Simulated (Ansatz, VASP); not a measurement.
# Two plane-wave programs on SrO

```
Sr O
1.0
     3.55329    0.00000    0.00000
    -1.77664    3.07724    0.00000
     0.00000    0.00000    6.21730
Sr O
2 2
Direct
  0.33333 0.66667 0.25000
  0.66667 0.33333 0.75000
  0.00000 0.00000 0.00000
  0.00000 0.00000 0.50000
```

Measurements of this composition are mostly on another form, of space group No. 225.

Alike in both runs: task single point; functional PBEsol; k mesh 6 × 6 × 4; occupations gaussian, width 0.1 eV; no spin polarisation.

|  | VASP | Ansatz |
| --- | --- | --- |
| version | VASP 6.6.1 | Ansatz 0.2.0 |
| potentials or method | VASP PAW PBE potentials, release 64 (Sr_sv, O) | scalar-relativistic, plane waves, PAW |
| plane-wave cutoff (eV) | 520 | 420 |
| valence electrons in the cell | 32 | 32 |

```tsv
	VASP	Ansatz	Ansatz less VASP
gap on the k mesh at the Fermi level (eV)	2.93	2.93	+0.007
least direct gap on the mesh (eV)	2.93	2.93	+0.007
pressure (GPa)	-1.8	-2.4	-0.59
largest component of the traceless stress (GPa)	0.40	0.39	-0.009
```

With one functional, cell and mesh, what is left measures potentials, basis and numerics.

Caveats: the PAW data sets were made with another functional, which shifts forces and pressure a little (VASP). A k mesh can miss the band edges.
